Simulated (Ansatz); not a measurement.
**128-atom supercell of zincblende AlN**

Aim: the perfect cell at several levels of theory (PBEsol, HSE06 and r²SCAN), as the reference that defects and stacks are counted from.

Program: Ansatz 0.2.0, PAW, plane waves. These are calculated values, not measurements.

## Step 1: Starting point

128 atoms (64 Al, 64 N); a = 12.382 Å, b = 12.382 Å, c = 12.382 Å, α = 60.00°, β = 60.00°, γ = 60.00°.

The runs, in order: (2) PBEsol cell relaxation at the single k point (½, ½, ½), on 1 × NVIDIA GB200 with 8 threads of Arm Neoverse-V2; (3) HSE06 single point at the Γ point alone, on 1 × NVIDIA GB200 with 8 threads of Arm Neoverse-V2; (4) r²SCAN single point at the Γ point alone, on 1 × NVIDIA GB200 with 8 threads of Arm Neoverse-V2.

## Step 2: PBEsol relaxation of the cell and the positions

The input, in.yaml:

```yaml
crystal:
  lattice:
    - [0.000000, 8.755444, 8.755444]
    - [8.755444, 0.000000, 8.755444]
    - [8.755444, 8.755444, 0.000000]
  atoms:
    - { symbol: Al, position: [0.000000, 0.000000, 0.000000] }
    - { symbol: Al, position: [0.500000, 0.000000, 0.000000] }
    - { symbol: Al, position: [0.000000, 0.500000, 0.000000] }
    - { symbol: Al, position: [0.000000, 0.000000, 0.500000] }
    - { symbol: Al, position: [0.250000, 0.250000, 0.250000] }
    - { symbol: Al, position: [0.500000, 0.500000, 0.000000] }
    - { symbol: Al, position: [0.500000, 0.000000, 0.500000] }
    - { symbol: Al, position: [0.750000, 0.250000, 0.250000] }
    - { symbol: Al, position: [0.000000, 0.500000, 0.500000] }
    - { symbol: Al, position: [0.250000, 0.750000, 0.250000] }
    - { symbol: Al, position: [0.250000, 0.250000, 0.750000] }
    - { symbol: Al, position: [0.500000, 0.500000, 0.500000] }
    - { symbol: Al, position: [0.750000, 0.750000, 0.250000] }
    - { symbol: Al, position: [0.750000, 0.250000, 0.750000] }
    - { symbol: Al, position: [0.250000, 0.750000, 0.750000] }
    - { symbol: Al, position: [0.750000, 0.750000, 0.750000] }
    - { symbol: Al, position: [0.000000, 0.000000, 0.250000] }
    - { symbol: Al, position: [0.250000, 0.250000, 0.000000] }
    - { symbol: Al, position: [0.500000, 0.000000, 0.250000] }
    - { symbol: Al, position: [0.750000, 0.250000, 0.000000] }
    - { symbol: Al, position: [0.000000, 0.500000, 0.250000] }
    - { symbol: Al, position: [0.250000, 0.750000, 0.000000] }
    - { symbol: Al, position: [0.000000, 0.000000, 0.750000] }
    - { symbol: Al, position: [0.250000, 0.250000, 0.500000] }
    - { symbol: Al, position: [0.500000, 0.500000, 0.250000] }
    - { symbol: Al, position: [0.750000, 0.750000, 0.000000] }
    - { symbol: Al, position: [0.500000, 0.000000, 0.750000] }
    - { symbol: Al, position: [0.750000, 0.250000, 0.500000] }
    - { symbol: Al, position: [0.000000, 0.500000, 0.750000] }
    - { symbol: Al, position: [0.250000, 0.750000, 0.500000] }
    - { symbol: Al, position: [0.500000, 0.500000, 0.750000] }
    - { symbol: Al, position: [0.750000, 0.750000, 0.500000] }
    - { symbol: Al, position: [0.000000, 0.250000, 0.000000] }
    - { symbol: Al, position: [0.250000, 0.000000, 0.250000] }
    - { symbol: Al, position: [0.500000, 0.250000, 0.000000] }
    - { symbol: Al, position: [0.750000, 0.000000, 0.250000] }
    - { symbol: Al, position: [0.000000, 0.750000, 0.000000] }
    - { symbol: Al, position: [0.000000, 0.250000, 0.500000] }
    - { symbol: Al, position: [0.250000, 0.500000, 0.250000] }
    - { symbol: Al, position: [0.500000, 0.750000, 0.000000] }
    - { symbol: Al, position: [0.250000, 0.000000, 0.750000] }
    - { symbol: Al, position: [0.500000, 0.250000, 0.500000] }
    - { symbol: Al, position: [0.750000, 0.500000, 0.250000] }
    - { symbol: Al, position: [0.750000, 0.000000, 0.750000] }
    - { symbol: Al, position: [0.000000, 0.750000, 0.500000] }
    - { symbol: Al, position: [0.250000, 0.500000, 0.750000] }
    - { symbol: Al, position: [0.500000, 0.750000, 0.500000] }
    - { symbol: Al, position: [0.750000, 0.500000, 0.750000] }
    - { symbol: Al, position: [0.250000, 0.000000, 0.000000] }
    - { symbol: Al, position: [0.750000, 0.000000, 0.000000] }
    - { symbol: Al, position: [0.000000, 0.250000, 0.250000] }
    - { symbol: Al, position: [0.250000, 0.500000, 0.000000] }
    - { symbol: Al, position: [0.250000, 0.000000, 0.500000] }
    - { symbol: Al, position: [0.500000, 0.250000, 0.250000] }
    - { symbol: Al, position: [0.750000, 0.500000, 0.000000] }
    - { symbol: Al, position: [0.750000, 0.000000, 0.500000] }
    - { symbol: Al, position: [0.000000, 0.750000, 0.250000] }
    - { symbol: Al, position: [0.000000, 0.250000, 0.750000] }
    - { symbol: Al, position: [0.250000, 0.500000, 0.500000] }
    - { symbol: Al, position: [0.500000, 0.750000, 0.250000] }
    - { symbol: Al, position: [0.500000, 0.250000, 0.750000] }
    - { symbol: Al, position: [0.750000, 0.500000, 0.500000] }
    - { symbol: Al, position: [0.000000, 0.750000, 0.750000] }
    - { symbol: Al, position: [0.500000, 0.750000, 0.750000] }
    - { symbol: N, position: [0.062500, 0.062500, 0.062500] }
    - { symbol: N, position: [0.562500, 0.062500, 0.062500] }
    - { symbol: N, position: [0.062500, 0.562500, 0.062500] }
    - { symbol: N, position: [0.062500, 0.062500, 0.562500] }
    - { symbol: N, position: [0.312500, 0.312500, 0.312500] }
    - { symbol: N, position: [0.562500, 0.562500, 0.062500] }
    - { symbol: N, position: [0.562500, 0.062500, 0.562500] }
    - { symbol: N, position: [0.812500, 0.312500, 0.312500] }
    - { symbol: N, position: [0.062500, 0.562500, 0.562500] }
    - { symbol: N, position: [0.312500, 0.812500, 0.312500] }
    - { symbol: N, position: [0.312500, 0.312500, 0.812500] }
    - { symbol: N, position: [0.562500, 0.562500, 0.562500] }
    - { symbol: N, position: [0.812500, 0.812500, 0.312500] }
    - { symbol: N, position: [0.812500, 0.312500, 0.812500] }
    - { symbol: N, position: [0.312500, 0.812500, 0.812500] }
    - { symbol: N, position: [0.812500, 0.812500, 0.812500] }
    - { symbol: N, position: [0.062500, 0.062500, 0.312500] }
    - { symbol: N, position: [0.312500, 0.312500, 0.062500] }
    - { symbol: N, position: [0.562500, 0.062500, 0.312500] }
    - { symbol: N, position: [0.812500, 0.312500, 0.062500] }
    - { symbol: N, position: [0.062500, 0.562500, 0.312500] }
    - { symbol: N, position: [0.312500, 0.812500, 0.062500] }
    - { symbol: N, position: [0.062500, 0.062500, 0.812500] }
    - { symbol: N, position: [0.312500, 0.312500, 0.562500] }
    - { symbol: N, position: [0.562500, 0.562500, 0.312500] }
    - { symbol: N, position: [0.812500, 0.812500, 0.062500] }
    - { symbol: N, position: [0.562500, 0.062500, 0.812500] }
    - { symbol: N, position: [0.812500, 0.312500, 0.562500] }
    - { symbol: N, position: [0.062500, 0.562500, 0.812500] }
    - { symbol: N, position: [0.312500, 0.812500, 0.562500] }
    - { symbol: N, position: [0.562500, 0.562500, 0.812500] }
    - { symbol: N, position: [0.812500, 0.812500, 0.562500] }
    - { symbol: N, position: [0.062500, 0.312500, 0.062500] }
    - { symbol: N, position: [0.312500, 0.062500, 0.312500] }
    - { symbol: N, position: [0.562500, 0.312500, 0.062500] }
    - { symbol: N, position: [0.812500, 0.062500, 0.312500] }
    - { symbol: N, position: [0.062500, 0.812500, 0.062500] }
    - { symbol: N, position: [0.062500, 0.312500, 0.562500] }
    - { symbol: N, position: [0.312500, 0.562500, 0.312500] }
    - { symbol: N, position: [0.562500, 0.812500, 0.062500] }
    - { symbol: N, position: [0.312500, 0.062500, 0.812500] }
    - { symbol: N, position: [0.562500, 0.312500, 0.562500] }
    - { symbol: N, position: [0.812500, 0.562500, 0.312500] }
    - { symbol: N, position: [0.812500, 0.062500, 0.812500] }
    - { symbol: N, position: [0.062500, 0.812500, 0.562500] }
    - { symbol: N, position: [0.312500, 0.562500, 0.812500] }
    - { symbol: N, position: [0.562500, 0.812500, 0.562500] }
    - { symbol: N, position: [0.812500, 0.562500, 0.812500] }
    - { symbol: N, position: [0.312500, 0.062500, 0.062500] }
    - { symbol: N, position: [0.812500, 0.062500, 0.062500] }
    - { symbol: N, position: [0.062500, 0.312500, 0.312500] }
    - { symbol: N, position: [0.312500, 0.562500, 0.062500] }
    - { symbol: N, position: [0.312500, 0.062500, 0.562500] }
    - { symbol: N, position: [0.562500, 0.312500, 0.312500] }
    - { symbol: N, position: [0.812500, 0.562500, 0.062500] }
    - { symbol: N, position: [0.812500, 0.062500, 0.562500] }
    - { symbol: N, position: [0.062500, 0.812500, 0.312500] }
    - { symbol: N, position: [0.062500, 0.312500, 0.812500] }
    - { symbol: N, position: [0.312500, 0.562500, 0.562500] }
    - { symbol: N, position: [0.562500, 0.812500, 0.312500] }
    - { symbol: N, position: [0.562500, 0.312500, 0.812500] }
    - { symbol: N, position: [0.812500, 0.562500, 0.562500] }
    - { symbol: N, position: [0.062500, 0.812500, 0.812500] }
    - { symbol: N, position: [0.562500, 0.812500, 0.812500] }
kpoints:
  mp_grid: { grid: [1, 1, 1], shift: [0.5, 0.5, 0.5] }
hamiltonian:
  xc: pbesol
scf:
  occupations: { method: fermi_dirac, width: 0.01 }
relax:
  f_tol: 0.03
  max_steps: 80
  escape_saddle: false
  adjacent_minimum: "off"
  cell: { fix: [shape] }
output:
  forces: true
  eigenvalues: true
  populations: true
```

Command:

```bash
$ ansatz run in.yaml --threads 8 --pin off --max-ram 118750MiB --runs-dir r --events-out ev --progress --plain --backend cuda --devices 0, --max-vram 170GiB
```

Further steps of the session: HSE06 single point; r²SCAN single point.

Q: Predict the outcome of this session. Wanted: for each run, top filled to lowest empty; energy; pressure.

As calculated:

| level | time | k points | top filled to lowest empty (eV) | energy (eV/atom) | pressure (GPa) |
| --- | --- | --- | --- | --- | --- |
| PBEsol, relaxation | 2.4 s (GPU) | (½, ½, ½) | 4.12 | -452.9569 | -0.01 |
| HSE06 | 25 s (GPU) | Γ | 4.54 | -462.3137 | - |
| r²SCAN | 4 s (GPU) | Γ | 3.91 | -464.2023 | - |

```
     quantity                                                                         value
   relaxation                                              2 recorded steps, 0.00 eV gained
largest shift                                                                        0.00 Å
 relaxed cell  a = 12.382 Å, b = 12.382 Å, c = 12.382 Å, α = 60.00°, β = 60.00°, γ = 60.00°
```

**What this shows.** The atoms kept their fractional positions, and energy and volume hardly changed. At the same k points, r²SCAN gives a spacing 0.63 eV smaller than the 4.54 eV of HSE06. Rows on different k points differ by sampling as well as by level. The HSE06 single point took about 6.2 times as long as the r²SCAN one on the same kind of device. With one k point the spacing samples only the states that fold onto it, so it can exceed the gap over the zone.
